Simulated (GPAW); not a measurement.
# As (Pm-3m) in GPAW: single point with LDA

Aim: the single point of As with LDA.

All numbers are computed with GPAW 26.7.0; they aren't measurements. Logs are shortened: lines on timing, memory, paths and dates and some standing lists are left out, and cuts for length are marked. The log counts tension as positive stress, the text compression.

## (1) The crystal as given

Symmetry: Pm-3m, No. 221, cubic system. The conventional cell has a = 2.704 Å, b = 2.704 Å, c = 2.704 Å, α = 90.00°, β = 90.00°, γ = 90.00°. Around As (site symmetry m-3m) lie 6 As at 2.70 Å.

This isn't the form of As at room conditions, which is rhombohedral.

## (2) Single point, LDA

run.py reads:

```python
from ase.dft.bandgap import bandgap
from ase.io import read, write
from ase.units import GPa
from gpaw import GPAW, PW

atoms = read('As.cif')

calc = GPAW(mode=PW(400),
            xc='LDA',
            kpts={'size': (8, 8, 8), 'gamma': True},
            occupations={'name': 'fermi-dirac', 'width': 0.05},
            nbands=9,
            maxiter=120,
            txt='gpaw.txt')
atoms.calc = calc
energy = atoms.get_potential_energy()
forces = atoms.get_forces()
stress = atoms.get_stress()
calc.write('gs.gpw')
write('result.traj', atoms)
print(f'Energy: {energy:.6f} eV')
print('Forces (eV/A):')
print(forces.round(4))
print('Stress (GPa):', (stress / GPa).round(3))
print('Fermi level:', round(calc.get_fermi_level(), 4), 'eV')
print(f'Gap: {bandgap(calc)[0]:.4f} eV, direct: {bandgap(calc, direct=True)[0]:.4f} eV')
```

As.cif reads:

```cif
data_As
_cell_length_a 2.70368174
_cell_length_b 2.70368174
_cell_length_c 2.70368174
_cell_angle_alpha 90.00000000
_cell_angle_beta 90.00000000
_cell_angle_gamma 90.00000000
_space_group_name_H-M_alt 'P1'
_space_group_name_Hall 'P 1'
_space_group_IT_number 1
loop_
_space_group_symop_operation_xyz
'x,y,z'
loop_
_atom_site_label
_atom_site_type_symbol
_atom_site_symmetry_multiplicity
_atom_site_Wyckoff_symbol
_atom_site_fract_x
_atom_site_fract_y
_atom_site_fract_z
_atom_site_occupancy
As1 As 1 a 0.5000000000 0.5000000000 0.5000000000 1
```

Potentials or basis: the program's PAW data sets (release 1.2.1) made for this functional, pw.

Command:

```console
> OMP_NUM_THREADS=1 python run.py
```

gpaw.txt:

```text
__  _  _
 | _ |_)|_||  |
 |__||  | ||/\| - 26.7.0

Input parameters:
  mode=PW(ecut=400.0),
  kpts=MonkhorstPack(size=(8, 8, 8), gamma=True),
  maxiter=120,
  nbands=9,
  occupations=Occupations(name='fermi-dirac', width=0.05),
  xc=XC(name='LDA')

Diagonalizing LCAO Hamiltonian
Converting LCAO to pw mode
   .------.
  /|      |
 * |  As  |
 | .------.
 |/      /
 *------*

Atoms  # Å, Bohr magnetons
|   | symbol |        x |        y |        z |    initial magnetic moments |
|---|--------|----------|----------|----------|-----------------------------|
| 0 |     As | 1.351841 | 1.351841 | 1.351841 | ( 0.0000,  0.0000,  0.0000) |

Unit cell  # Å
| periodic |        x |        y |        z |  lengths |    angles |
|----------|----------|----------|----------|----------|-----------|
|      yes | 2.703682 | 0.000000 | 0.000000 | 2.703682 | 90.000000 |
|      yes | 0.000000 | 2.703682 | 0.000000 | 2.703682 | 90.000000 |
|      yes | 0.000000 | 0.000000 | 2.703682 | 2.703682 | 90.000000 |

Number of symmetries: 48
Symmetry operations  # r_c * U_cc + t_c -> r_c
|    | kind |            matrix            |
|----|------|------------------------------|
|  0 |  E   |  1, 0, 0,  0, 1, 0,  0, 0, 1 |
|  1 |  σ   |  1, 0, 0,  0, 1, 0,  0, 0,-1 |
|  2 |  σ   |  1, 0, 0,  0, 0, 1,  0, 1, 0 |
|  3 |  C4  |  1, 0, 0,  0, 0, 1,  0,-1, 0 |
|  4 |  C4  |  1, 0, 0,  0, 0,-1,  0, 1, 0 |
|  5 |  σ   |  1, 0, 0,  0, 0,-1,  0,-1, 0 |
|  6 |  σ   |  1, 0, 0,  0,-1, 0,  0, 0, 1 |
|  7 |  C2  |  1, 0, 0,  0,-1, 0,  0, 0,-1 |
|  8 |  σ   |  0, 1, 0,  1, 0, 0,  0, 0, 1 |
|  9 |  C2  |  0, 1, 0,  1, 0, 0,  0, 0,-1 |
| 10 |  C3  |  0, 1, 0,  0, 0, 1,  1, 0, 0 |
| 11 |  S6  |  0, 1, 0,  0, 0, 1, -1, 0, 0 |
| 12 |  S6  |  0, 1, 0,  0, 0,-1,  1, 0, 0 |
| 13 |  C3  |  0, 1, 0,  0, 0,-1, -1, 0, 0 |
| 14 |  C4  |  0, 1, 0, -1, 0, 0,  0, 0, 1 |
| 15 |  S4  |  0, 1, 0, -1, 0, 0,  0, 0,-1 |
| 16 |  C3  |  0, 0, 1,  1, 0, 0,  0, 1, 0 |
| 17 |  S6  |  0, 0, 1,  1, 0, 0,  0,-1, 0 |
| 18 |  σ   |  0, 0, 1,  0, 1, 0,  1, 0, 0 |
| 19 |  C4  |  0, 0, 1,  0, 1, 0, -1, 0, 0 |
| 20 |  C2  |  0, 0, 1,  0,-1, 0,  1, 0, 0 |
| 21 |  S4  |  0, 0, 1,  0,-1, 0, -1, 0, 0 |
| 22 |  S6  |  0, 0, 1, -1, 0, 0,  0, 1, 0 |
| 23 |  C3  |  0, 0, 1, -1, 0, 0,  0,-1, 0 |
| 24 |  S6  |  0, 0,-1,  1, 0, 0,  0, 1, 0 |
| 25 |  C3  |  0, 0,-1,  1, 0, 0,  0,-1, 0 |
| 26 |  C4  |  0, 0,-1,  0, 1, 0,  1, 0, 0 |
| 27 |  σ   |  0, 0,-1,  0, 1, 0, -1, 0, 0 |
| 28 |  S4  |  0, 0,-1,  0,-1, 0,  1, 0, 0 |
| 29 |  C2  |  0, 0,-1,  0,-1, 0, -1, 0, 0 |
| 30 |  C3  |  0, 0,-1, -1, 0, 0,  0, 1, 0 |
| 31 |  S6  |  0, 0,-1, -1, 0, 0,  0,-1, 0 |
| 32 |  C4  |  0,-1, 0,  1, 0, 0,  0, 0, 1 |
| 33 |  S4  |  0,-1, 0,  1, 0, 0,  0, 0,-1 |
| 34 |  S6  |  0,-1, 0,  0, 0, 1,  1, 0, 0 |
| 35 |  C3  |  0,-1, 0,  0, 0, 1, -1, 0, 0 |
| 36 |  C3  |  0,-1, 0,  0, 0,-1,  1, 0, 0 |
| 37 |  S6  |  0,-1, 0,  0, 0,-1, -1, 0, 0 |
| 38 |  σ   |  0,-1, 0, -1, 0, 0,  0, 0, 1 |
| 39 |  C2  |  0,-1, 0, -1, 0, 0,  0, 0,-1 |
| 40 |  σ   | -1, 0, 0,  0, 1, 0,  0, 0, 1 |
| 41 |  C2  | -1, 0, 0,  0, 1, 0,  0, 0,-1 |
| 42 |  C2  | -1, 0, 0,  0, 0, 1,  0, 1, 0 |
| 43 |  S4  | -1, 0, 0,  0, 0, 1,  0,-1, 0 |
| 44 |  S4  | -1, 0, 0,  0, 0,-1,  0, 1, 0 |
| 45 |  C2  | -1, 0, 0,  0, 0,-1,  0,-1, 0 |
| 46 |  C2  | -1, 0, 0,  0,-1, 0,  0, 0, 1 |
| 47 |  i   | -1, 0, 0,  0,-1, 0,  0, 0,-1 |

BZ-sampling:
  Number of BZ points: 512
  Number of IBZ points: 35

  Monkhorst-Pack size: [8, 8, 8]
  Monkhorst-Pack shift: [0.0625, 0.0625, 0.0625]

K-points  # in reciprocal-cell coordinates
|     |                                coordinates |     weight |
|-----|--------------------------------------------|------------|
|   0 | (  0.00000000,   0.00000000,   0.00000000) | 0.00195312 |
|   1 | (  0.12500000,   0.00000000,   0.00000000) | 0.01171875 |
|   2 | (  0.12500000,   0.12500000,   0.00000000) | 0.02343750 |
|   3 | (  0.12500000,   0.12500000,   0.12500000) | 0.01562500 |
|   4 | (  0.25000000,   0.00000000,   0.00000000) | 0.01171875 |
|   5 | (  0.25000000,   0.12500000,   0.00000000) | 0.04687500 |
|   6 | (  0.25000000,   0.12500000,   0.12500000) | 0.04687500 |
|   7 | (  0.25000000,   0.25000000,   0.00000000) | 0.02343750 |
|   8 | (  0.25000000,   0.25000000,   0.12500000) | 0.04687500 |
|   9 | (  0.25000000,   0.25000000,   0.25000000) | 0.01562500 |
| ... |                                            |            |
|  34 | (  0.50000000,   0.50000000,   0.50000000) | 0.00195312 |

Plane wave coefficients: 368
Cutoff: 400.0 eV

Spin-components: 1 (collinear spins)
Bands:           9
Projectors:      5
Spin-degeneracy: 2
Datatype:        complex128

Parallelization:
  kpt:    1
  domain: 1
  band:   1

Density:
  Valence electrons: 5.0
  Components: 1
  Grid points: [14 14 14]
  Charge: 0.0  # |e|

Potential:
  Grid points: [14 14 14]

species:
  As:
    name:    Arsenic
    Z:       33.0
    valence: 5
    core:    28
    charge:  0.0  # [|e|]
    compensation charges:
      type: gauss
      rc: 0.33  # [Å]
      lmax: 2
    cutoffs:
      filter: 1.87  # [Å]
      core: 2.96  # [Å]
    projectors
    | kind |    occ | energy [eV] | rcut [Å] |
    |------|--------|-------------|----------|
    |   4s |  2.000 |     -14.691 |    1.058 |
    |   4p |  3.000 |      -5.342 |    1.058 |
    |    s |        |      12.520 |    1.058 |
    |    p |        |      21.869 |    1.058 |
    |    d |        |       0.000 |    1.058 |

    Using partial waves for As as LCAO basis

Reference energy: -61419.907824  # eV

eigensolver:
  PPCG
  Converge bands: occupied
  niter=2

density mixing:
  MSR1-Mixer
  Pratt-step length: 0.05
  Maximum mixing coefficient: 0.75
  Old densities: 10
  SVD Regularization: 0.005
  Good broyden scale: 1.0
  Trust region scale: 1.0
  Backstep threshold: 4.0
  History deletion threshold: 6.0
  Fourier metric: weight=20.0, sigma=0.015

occupation numbers:
  Fermi-Dirac:
    width: 0.0500  # eV

poisson solver:
  ecut: 3200.0  # eV

xc functional:
  name: None

convergence criteria:
- Maximum [total energy] change in last 3 cyles: 0.0005 eV / valence electron
- Maximum integral of absolute [dens]ity change: 0.0001 electrons / valence electron
- Maximum integral of absolute [eigenst]ate change: 4e-08 eV^2 / valence electron
maximum number of iterations: 120

SCF iterations
|iter     | |      energy | eigst |  dens |
|---------|-|-------------|-------|-------|
|iter:   1| |   -5.295810 | -0.77 |       |
|iter:   2| |   -5.296077 | -3.23 | -1.35 |
|iter:   3| |   -5.293186 | -4.68 | -1.37 |
|iter:   4| |   -5.292822 | -5.10 | -1.90 |
|iter:   5| |   -5.292815c| -6.27 | -3.08 |
|iter:   6| |   -5.292815c| -8.27c| -3.76 |
|iter:   7| |   -5.292815c| -7.82c| -4.19c|

Converged in 7 steps
Energy contributions relative to reference atoms: (reference = -61419.907824)

Energy contributions:
  Kinetic:           8.204949
  Coulomb:          -7.761479
  Zero:             -0.009350
  External:          0.000000
  Xc:               -5.723359
  Entropy:          -0.007154
  Spinorbit:         0.000000
  ----------------------------
  Free energy:      -5.296392
  Extrapolated:     -5.292815

dipole moment: (-0.000003, -0.000003, -0.000003)  # |e|*Ang

Fermi level: 7.254
Eigenvalues  # (at kpt = [0.000, 0.000, 0.000])
| band index |      eig [eV] | occ [0-2] |
|------------|---------------|-----------|
|          0 |        -7.695 |     2.000 |
|          1 |        11.423 |     0.000 |
|          2 |        11.423 |     0.000 |
|          3 |        11.423 |     0.000 |
|          4 |        15.985 |     0.000 |
|          5 |        15.985 |     0.000 |
|          6 |        17.710 |     0.000 |
|          7 |        32.976 |     0.000 |
|          8 |        34.399 |     0.000 |

No gap
No difference between direct/indirect transitions

Forces  # eV/Ang
|       x |       y |       z |
|---------|---------|---------|
| 0.00000 | 0.00000 | 0.00000 |  # As   0

Stress tensor  # eV/Ang^3
|        x |        y |        z |
|----------|----------|----------|
| 0.012713 | 0.000000 | 0.000000 |
| 0.000000 | 0.012713 | 0.000000 |
| 0.000000 | 0.000000 | 0.012713 |

# Writing to gs.gpw (mode='')
```

Wall time 1.8 s (1 thread of AMD EPYC 9R45 (Zen 5), shared host); peak memory 0.12 GiB.

These settings aren't checked as converged: the numbers below hold their error.

Results:

- Free energy: -5.2964 eV
- Pressure: -2.0 GPa
- Band gap on the k mesh: none (metal or under the smearing width)

Caveat: the cutoff is short for stress and forces, so pressures can be off by a GPa or more.
